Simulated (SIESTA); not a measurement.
**SnTe under changes of volume**

One of the cells (31.907 Å³/atom); the others are scaled copies at fixed shape and fractional positions:

```xyz
2
Lattice="0.0000 3.1717 3.1717 3.1717 0.0000 3.1717 3.1717 3.1717 0.0000" Properties=species:S:1:pos:R:3 pbc="T T T"
Te    3.1717    3.1717    3.1717
Sn    0.0000    0.0000    0.0000
```

| Quantity | Value |
| --- | --- |
| Program | SIESTA 5.4.2 |
| Functional | PBE |
| Potentials or basis | PseudoDojo 0.4 standard (PBE files) |
| Basis | DZP (energy shift 0.003 Ry; two zetas on semicore shells) |
| Grid cutoff | 500 Ry |
| Energy shift | 0.003 Ry |
| k mesh | 7 × 7 × 7 |
| Occupations | fermi-dirac, width 0.05 eV |
| Spin | no spin polarisation |

```tsv
volume (Å³/atom)	energy over the lowest point (meV/atom)	pressure (GPa)
29.404	?	?
30.030	49.00	5.4
30.656	30.53	4.1
31.907	7.72	1.9
32.532	2.16	1.0
33.158	0.00	0.1
```

Q: What does the run at 29.404 Å³/atom give?

A: Energy over the lowest point 71.68 meV/atom; pressure 6.8 GPa.

Worked out: A Birch-Murnaghan fit of order 3 (a polynomial in V^(-2/3)) to the other rows has its minimum at 33.31 Å³/atom, just outside them, with B0 = V·E''(V) = 39 GPa and B' = 5.9. It gives 72.99 meV/atom at 29.404 Å³/atom, against the run's 71.68, and -dE/dV = 6.9 GPa, against 6.8.

Energies are extrapolated to zero smearing.

Caveats: the basis of atomic orbitals isn't converged, which shifts pressures, moduli and gaps.
